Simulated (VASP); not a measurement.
# Si (P6_3/mmc) in VASP: notebook, part 2 of 2

VASP 6.6.1.

## Step 3: Single point, PBE

The input, INCAR:

```
PREC = Accurate
ENCUT = 460
EDIFF = 1E-6
ISMEAR = 0
SIGMA = 0.05
LREAL = F
LASPH = T
NELM = 100
ALGO = Normal
ISIF = 2
LWAVE = F
LCHARG = F
GGA = PE
NBANDS = 16
ADDGRID = F
```

The input, KPOINTS:

```
Automatic mesh
0
Gamma
  10 10 5
```

The input, POSCAR:

```
Si
1.0
    3.8313174605      0.0000000000      0.0000000000
   -1.9156587303      3.3180182508      0.0000000000
    0.0000000000      0.0000000000      6.3326220002
Si
4
Direct
    0.6655130000      0.3227030000      0.9380340000
    0.3547120000      0.6831860000      0.4293900000
    0.6599490000      0.3251260000      0.5656880000
    0.3139780000      0.6447660000      0.0617650000
```

Potentials or basis: VASP PAW PBE potentials, release 64 (Si).

On the command line:

```console
cat potpaw_PBE.64/Si/POTCAR > POTCAR
mpirun -np 1 vasp_std > vasp.out
```

OUTCAR:

```text
PREC = Accurate
   ENCUT = 460
   EDIFF = 1E-6
   ISMEAR = 0
   LREAL = F
   LASPH = T
   NELM = 100
   ISIF = 2
   GGA = PE

 Found    252 irreducible k-points:

 Following reciprocal coordinates:
            Coordinates               Weight
  0.000000  0.000000  0.000000      1.000000
  0.100000 -0.000000  0.000000      2.000000
  0.000000  0.100000  0.000000      2.000000
 -0.100000  0.100000  0.000000      2.000000
  0.200000 -0.000000  0.000000      2.000000
  0.000000  0.200000  0.000000      2.000000
   k-points           NKPTS =    252   k-points in BZ     NKDIM =    252   number of bands    NBANDS=     16
   number of dos      NEDOS =    301   number of ions     NIONS =      4
   total plane-waves  NPLWV =  37632
   dimension x,y,z NGX =    28 NGY =   28 NGZ =   48
   dimension x,y,z NGXF=    56 NGYF=   56 NGZF=   96
   ions per type =               4
   NGX,Y,Z   is equivalent  to a cutoff of  12.15, 12.15, 12.60 a.u.
   NGXF,Y,Z  is equivalent  to a cutoff of  24.30, 24.30, 25.20 a.u.
 SYSTEM =  unknown system
   PREC   = accura    normal or accurate (medium, high low for compatibility)
   ISTART =      0    job   : 0-new  1-cont  2-samecut
   ICHARG =      2    charge: 1-file 2-atom 10-const
   ISPIN  =      1    spin polarized calculation?
   LNONCOLLINEAR =      F non collinear calculations
   LSORBIT =      F    spin-orbit coupling
   LASPH  =      T    aspherical Exc in radial PAW
   ENCUT  =  460.0 eV  33.81 Ry    5.81 a.u.   6.70  6.70 11.07*2*pi/ulx,y,z
   NELM   =    100;   NELMIN=  2; NELMDL= -5     # of ELM steps
   EDIFF  = 0.1E-05   stopping-criterion for ELM
   LREAL  =      F    real-space projection
   EDIFFG = 0.1E-04   stopping-criterion for IOM
   NSW    =      0    number of steps for IOM
   IBRION =     -1    ionic relax: 0-MD 1-quasi-New 2-CG
   NFREE  =      0    steps in history (QN), initial steepest desc. (CG)
   ISIF   =      2    stress and relaxation
   ISYM   =      2    0-nonsym 1-usesym 2-fastsym
   POTIM  = 0.5000    time-step for ionic-motion
   TEBEG  =    0.0;   TEEND  =   0.0 temperature during run
   PSTRESS=    0.0 pullay stress
   NELECT =      16.0000    total number of electrons
   NUPDOWN=      -1.0000    fix difference up-down
   EMIN   =  10.00;   EMAX   =-10.00  energy-range for DOS
   EFERMI =   0.00;   METHOD = LEGACY
   ISMEAR =     0;   SIGMA  =   0.05  broadening in eV -4-tet -1-fermi 0-gaus
   EFERMI_NEDOS =   21; number of points for ismear=-14 and -15
   IALGO  =     38    algorithm
   IMIX   =      4    mixing-type and parameters
     AMIX     =   0.40;   BMIX     =  1.00
     AMIX_MAG =   1.60;   BMIX_MAG =  1.00
  volume/ion in A,a.u.               =      20.13       135.81
  Fermi-wavevector in a.u.,A,eV,Ry     =   0.955384  1.805414 12.418837  0.912759
  Thomas-Fermi vector in A             =   2.084217
   LORBIT       =      0    0 simple, 1 ext, 2 COOP (PROOUT), +10 PAW based schemes
   GGA     = PE    functional components
   LHFCALC =     F    Hartree Fock is set to
   AEXX    =    0.0000 exact exchange contribution
   IVDW    =     0    specifies the selected vdW correction
   LEPSILON=     F    determine dielectric tensor
   LRPA    =     F    only Hartree local field effects (RPA)
 non-spin polarized calculation
 Gauss-broadening in eV      SIGMA  =   0.05
  energy-cutoff  :      460.00
  volume of cell :       80.50
 maximum number of plane-waves:      1822
   NGX = 13   NGY = 13   NGZ = 23

 number of electron      16.0000000 magnetization

 Free energy of the ion-electron system (eV)
  ---------------------------------------------------
  ext. energy  EPLUGINS =         0.00000000
  ---------------------------------------------------
  free energy    TOTEN  =       -21.53915919 eV

  energy without entropy =      -21.53911158  energy(sigma->0) =      -21.53913539

 E-fermi :   6.3820     XC(G=0):  -9.3876

 val. band max:        6.3333306531   @ k =   0.0000   0.0000   0.0000
 cond. band min:       6.4383888696   @ k =   0.5000   0.5000   0.0000
 fundamental gap:      0.1050582165
 Fermi energy:         6.3819566095

 k-point     1 :       0.0000    0.0000    0.0000
  band No.  band energies     occupation
      1      -6.1748      2.00000
      2      -3.8354      2.00000
      3      -1.2888      2.00000
      4       4.4595      2.00000
      5       4.5185      2.00000
      6       5.4810      2.00000
[... 8 lines left out ...]
     15      10.3575      0.00000
     16      11.9016      0.00000
[... 77 lines left out ...]
 k-point     6 :       0.0000    0.2000    0.0000
  band No.  band energies     occupation
      1      -5.7139      2.00000
      2      -3.3629      2.00000
      3      -1.1131      2.00000
      4       2.1791      2.00000
      5       3.5605      2.00000
      6       3.9150      2.00000
[... 8 lines left out ...]
     15      11.7117      0.00000
     16      11.7955      0.00000

 [... further k-points ...]

------------------------ aborting loop because EDIFF is reached ----------------------------------------

  FORCE on cell =-STRESS in cart. coord.  units (eV):
  Direction    XX          YY          ZZ          XY          YZ          ZX
  --------------------------------------------------------------------------------------
  -------------------------------------------------------------------------------------
  Total        0.2986820      0.8190371      1.2051689      0.0424989      0.8441327      0.6773927
  in kB        5.9444158     16.3006033     23.9854575      0.8458192     16.8000593     13.4815744
  external PRESSURE =      15.4101589 kB  Pullay stress =       0.0000000 kB

 VOLUME and BASIS-vectors are now :
 -----------------------------------------------------------------------------
  energy-cutoff  :      460.00
  volume of cell :       80.50
      direct lattice vectors                 reciprocal lattice vectors
     3.831317461  0.000000000  0.000000000     0.261006823  0.150692360  0.000000000
    -1.915658730  3.318018251  0.000000000     0.000000000  0.301384720  0.000000000
     0.000000000  0.000000000  6.332622000     0.000000000  0.000000000  0.157912473

 POSITION                                       TOTAL-FORCE (eV/Angst)
 -----------------------------------------------------------------------------------
      1.93160      1.07073      5.94021        -0.685454     -0.497818     -0.114533
      0.05026      2.26682      2.71916        -0.597492     -1.022532      0.665227
      1.90564      1.07877      3.58229         0.577642      0.966646     -0.416381
     -0.03220      2.13935      0.39113         0.705304      0.553704     -0.134313
 -----------------------------------------------------------------------------------
    total drift:                                0.000017     -0.000055      0.000009

  FREE ENERGIE OF THE ION-ELECTRON SYSTEM (eV)
  ---------------------------------------------------
  free  energy   TOTEN  =       -21.5391591905 eV

  energy  without entropy=      -21.5391115798  energy(sigma->0) =      -21.53913539
```

Run time: 3.1 min. Hardware: 1 thread of AMD EPYC 7R13 (Zen 3), shared host; peak memory 0.27 GiB.

The run converged, but some of its settings lie outside the range that counts as converged, so its numbers aren't taken as properties of the crystal.

Results:

```yaml
Free_energy: -21.5392 eV
Pressure: 1.5 GPa
Largest_force: 1.358 eV/Å
Band_gap_on_the_k_mesh: 0.11 eV, indirect (least direct gap 0.76 eV)
```

Caveat: an odd mesh through Γ misses points on the zone boundary, where band edges often lie.

## Step 4: Single point, PBE

INCAR: that of step 3 with these lines changed.

```diff
@@ -3,3 +3,3 @@
 EDIFF = 1E-6
-ISMEAR = 0
+ISMEAR = -5
 SIGMA = 0.05
```

KPOINTS is that of step 3.

The input, POSCAR:

```
Si
1.0
    3.8313174605      0.0000000000      0.0000000000
   -1.9156587303      3.3180182508      0.0000000000
    0.0000000000      0.0000000000      6.3326220002
Si
4
Direct
    0.6666666667      0.3333333333      0.9369905000
    0.3333333333      0.6666666667      0.4369905000
    0.6666666667      0.3333333333      0.5630095000
    0.3333333333      0.6666666667      0.0630095000
```

On the command line:

```console
cat potpaw_PBE.64/Si/POTCAR > POTCAR
mpirun -np 1 vasp_std > vasp.out
```

Run time: 31 s. Hardware: 1 thread of AMD EPYC 7R13 (Zen 3), shared host; peak memory 0.15 GiB.

These settings aren't checked as converged: the numbers below hold their error.

Results:

```
Free energy            : -21.6493 eV
Pressure               : 1.4 GPa
Largest force          : 0.005 eV/Å
Band gap on the k mesh : 0.42 eV, indirect (least direct gap 1.03 eV)
```

Caveat: an odd mesh through Γ misses points on the zone boundary, where band edges often lie.

## Step 5: Single point, PBE

INCAR is that of step 4.

KPOINTS is that of step 4.

The input, POSCAR:

```
Si
1.0
    3.8313174605      0.0000000000      0.0000000000
   -1.9156587303      3.3180182508      0.0000000000
    0.0000000000      0.0000000000      6.3326220002
Si
4
Direct
    0.6655130000      0.3227030000      0.9380340000
    0.3547120000      0.6831860000      0.4293900000
    0.6599490000      0.3251260000      0.5656880000
    0.3139780000      0.6447660000      0.0617650000
```

Potentials or basis: VASP PAW PBE potentials, release 64 (Si).

On the command line:

```console
cat potpaw_PBE.64/Si/POTCAR > POTCAR
mpirun -np 1 vasp_std > vasp.out
```

OUTCAR:

```text
PREC = Accurate
   ENCUT = 460
   EDIFF = 1E-6
   ISMEAR = -5
   LREAL = F
   LASPH = T
   NELM = 100
   ISIF = 2
   GGA = PE

 Found    252 irreducible k-points:

 Following reciprocal coordinates:
            Coordinates               Weight
  0.000000  0.000000  0.000000      1.000000
  0.100000 -0.000000  0.000000      2.000000
  0.000000  0.100000  0.000000      2.000000
 -0.100000  0.100000  0.000000      2.000000
[... 193 lines left out ...]

  FORCE on cell =-STRESS in cart. coord.  units (eV):
  Direction    XX          YY          ZZ          XY          YZ          ZX
  --------------------------------------------------------------------------------------
  -------------------------------------------------------------------------------------
  Total        0.3002059      0.8176225      1.2071559      0.0420528      0.8443810      0.6773611
  in kB        5.9747443     16.2724505     24.0250032      0.8369423     16.8050026     13.4809463
  external PRESSURE =      15.4240660 kB  Pullay stress =       0.0000000 kB

 VOLUME and BASIS-vectors are now :
 -----------------------------------------------------------------------------
  energy-cutoff  :      460.00
  volume of cell :       80.50
      direct lattice vectors                 reciprocal lattice vectors
     3.831317461  0.000000000  0.000000000     0.261006823  0.150692360  0.000000000
    -1.915658730  3.318018251  0.000000000     0.000000000  0.301384720  0.000000000
     0.000000000  0.000000000  6.332622000     0.000000000  0.000000000  0.157912473

 POSITION                                       TOTAL-FORCE (eV/Angst)
 -----------------------------------------------------------------------------------
      1.93160      1.07073      5.94021        -0.685636     -0.497543     -0.114700
      0.05026      2.26682      2.71916        -0.598186     -1.023444      0.665741
      1.90564      1.07877      3.58229         0.578428      0.967656     -0.416847
     -0.03220      2.13935      0.39113         0.705393      0.553331     -0.134193
 -----------------------------------------------------------------------------------
    total drift:                                0.000017     -0.000054      0.000009

  FREE ENERGIE OF THE ION-ELECTRON SYSTEM (eV)
  ---------------------------------------------------
  free  energy   TOTEN  =       -21.5391488673 eV

  energy  without entropy=      -21.5391488673  energy(sigma->0) =      -21.53914887
```

OSZICAR:

```text
N       E                     dE             d eps       ncg     rms          rms(c)
DAV:   1     0.234142991700E+02    0.23414E+02   -0.55636E+03  8064   0.744E+02
DAV:   2    -0.201864384292E+02   -0.43601E+02   -0.39624E+02 11224   0.116E+02
DAV:   3    -0.218840227691E+02   -0.16976E+01   -0.16876E+01 10752   0.215E+01
DAV:   4    -0.219030114611E+02   -0.18989E-01   -0.18984E-01 10424   0.297E+00
DAV:   5    -0.219033472901E+02   -0.33583E-03   -0.33581E-03 10920   0.368E-01    0.687E+00
DAV:   6    -0.216516307999E+02    0.25172E+00   -0.10170E-01  9680   0.152E+00    0.418E+00
DAV:   7    -0.215362937928E+02    0.11534E+00   -0.21496E-01 10120   0.230E+00    0.250E-01
DAV:   8    -0.215384793560E+02   -0.21856E-02   -0.15380E-02 10024   0.642E-01    0.121E-01
DAV:   9    -0.215389791380E+02   -0.49978E-03   -0.60328E-04 10960   0.144E-01    0.829E-02
DAV:  10    -0.215391247832E+02   -0.14565E-03   -0.11824E-04  9704   0.550E-02    0.168E-02
DAV:  11    -0.215391469656E+02   -0.22182E-04   -0.23492E-05 10432   0.268E-02    0.888E-03
DAV:  12    -0.215391487667E+02   -0.18010E-05   -0.15083E-06  9256   0.698E-03    0.314E-03
DAV:  13    -0.215391488673E+02   -0.10064E-06   -0.56557E-07  7480   0.414E-03
   1 F= -.21539149E+02 E0= -.21539149E+02  d E =0.000000E+00
```

Run time: 2.8 min. Hardware: 1 thread of AMD EPYC 7R13 (Zen 3), shared host; peak memory 0.28 GiB.

The run converged, but some of its settings lie outside the range that counts as converged, so its numbers aren't taken as properties of the crystal.

Results:

* Free energy: -21.5391 eV
* Pressure: 1.5 GPa
* Largest force: 1.360 eV/Å
* Band gap on the k mesh: 0.10 eV, indirect (least direct gap 0.76 eV)

Caveat: an odd mesh through Γ misses points on the zone boundary, where band edges often lie.

## Step 6: For comparison

An earlier run on the cell as given: functional PBE; potentials or basis VASP PAW PBE potentials, release 64 (Si); cutoff 520 eV; k mesh 8 × 8 × 4; occupations fermi-dirac, width 0.05 eV; no spin polarisation.

- Pressure: 1.4 GPa
- Largest force: 0.008 eV/Å
- Band gap on the k mesh: 0.42 eV, indirect (least direct gap 1.03 eV)
